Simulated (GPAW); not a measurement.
Crystal: PtSe2 (Sudovikovite).

```
Pt Se
1.0
     3.72400    0.00000    0.00000
    -1.86200    3.22508    0.00000
     0.00000    0.00000    5.06200
Pt Se
1 2
Direct
  0.00000 0.00000 0.00000
  0.66667 0.33333 0.75000
  0.33333 0.66667 0.25000
```

* Program: GPAW 26.7.0
* Task: relaxation of cell and atoms
* Functional: PBEsol
* Dispersion: D3(BJ)+ATM
* Potentials or basis: PAW data sets generated in the run's folder for this functional
* Cutoff: 600 eV
* Basis: pw
* k mesh: 7 × 7 × 5
* Occupations: fermi-dirac, width 0.05 eV
* Spin: no spin polarisation

At the start: pressure -0.8 GPa; volume 20.27 Å³/atom.

Task: Where does the relaxation end?

Result: Over 11 steps the energy falls by 25.9 meV/atom and the volume is 18.91 Å³/atom (-6.7 %); space group P-3m1 (No. 164, to 0.05 Å).

Step by step:
```csv
step,energy change (eV),largest force (eV/Å),pressure (GPa),volume (Å³)
1,0.0000,0.3883,-0.76,60.80
2,-0.0049,0.3406,-0.97,60.71
3,-0.0395,0.2035,-2.57,59.24
4,-0.0453,0.2164,-2.13,58.77
5,-0.0592,0.1053,0.68,56.95
6,-0.0616,0.0322,0.93,56.96
7,-0.0679,0.1068,1.26,56.93
8,-0.0737,0.1503,1.06,56.83
9,-0.0771,0.0854,0.45,56.71
10,-0.0776,0.0236,0.10,56.72
11,-0.0776,0.0012,0.00,56.73
```

Final structure:
```xyz
3
Lattice="3.7409 0.0000 0.0000 -1.8705 3.2397 0.0000 0.0000 0.0000 4.6812" Properties=species:S:1:pos:R:3 pbc="T T T"
Pt    0.0000    0.0000    0.0000
Se    1.8705    1.0799    3.4167
Se    0.0000    2.1598    1.2645
```

Caveat: later steps reuse the first step's grids; pairwise dispersion overbinds metals, which lowers pressure and volume.
